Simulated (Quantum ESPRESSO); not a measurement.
SnO:

```xyz
4
Lattice="3.8137 0.0000 0.0000 0.0000 3.8137 0.0000 0.0000 0.0000 4.8869" Properties=species:S:1:pos:R:3 pbc="T T T"
Sn    1.9068    0.0000    3.7367
Sn    0.0000    1.9068    1.1503
O     0.0000    0.0000    0.0000
O     1.9068    1.9068    0.0000
```

The cell is a database's computed one.

Base run:

| Property | Result |
| --- | --- |
| Program | Quantum ESPRESSO 7.5 |
| Functional | PBEsol |
| Potentials or basis | GBRV 1.5 PBEsol |
| Cutoff | 925 eV |
| Density cutoff | 7401 eV |
| k mesh | 7 × 7 × 6 |
| Occupations | fermi-dirac, width 0.05 eV |
| Spin | no spin polarisation |

Its results: band gap on the k mesh 0.37 eV, indirect (least direct gap 1.98 eV); pressure -0.5 GPa; largest force 0.112 eV/Å.

The run is repeated on the same cell with these changes: functional from PBEsol to LDA; potentials or basis from GBRV 1.5 PBEsol to GBRV 1.5 LDA. What comes out?

Band gap on the k mesh 0.46 eV, indirect (least direct gap 1.99 eV); pressure -3.2 GPa; largest force 0.179 eV/Å.

Caveats: spin-orbit coupling is left out, which moves the levels of the heavy elements; an odd mesh through Γ misses points on the zone boundary, where band edges often lie (some runs); the mesh misses the band edges, which the band path finds closer together (some runs).
